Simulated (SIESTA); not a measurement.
PbS (Galena), 2 atoms in the cell. Symmetry: Fm-3m, No. 225, cubic system. Conventional cell: a = 5.931 Å, b = 5.931 Å, c = 5.931 Å, α = 90.00°, β = 90.00°, γ = 90.00°. Around Pb (site symmetry m-3m) lie 6 S at 2.97 Å. S (site symmetry m-3m) has 6 Pb at 2.97 Å as nearest neighbours. 

* Program: SIESTA 5.4.2
* Task: equation of state
* Functional: PBEsol
* Dispersion: D4
* Potentials or basis: PseudoDojo 0.4 standard (PBEsol files)
* Basis: DZP (energy shift 0.002 Ry)
* Grid cutoff: 500 Ry
* Energy shift: 0.002 Ry
* k mesh: 8 × 8 × 8
* Occupations: fermi-dirac, width 0.05 eV
* Spin: no spin polarisation
* Dispersion by: outside library

Potentials or basis: PseudoDojo 0.4 standard (PBEsol files), DZP (energy shift 0.002 Ry).

Command:

```bash
$ python run.py
```

Hardware: 1 thread of Arm Neoverse V1, on a shared host.

Question: How long does it take, and how much memory?

Answer: Run time: 3 min on 1 thread of Arm Neoverse V1, with other jobs on the host, peak memory 0.24 GiB. Counts: scf iterations 6.
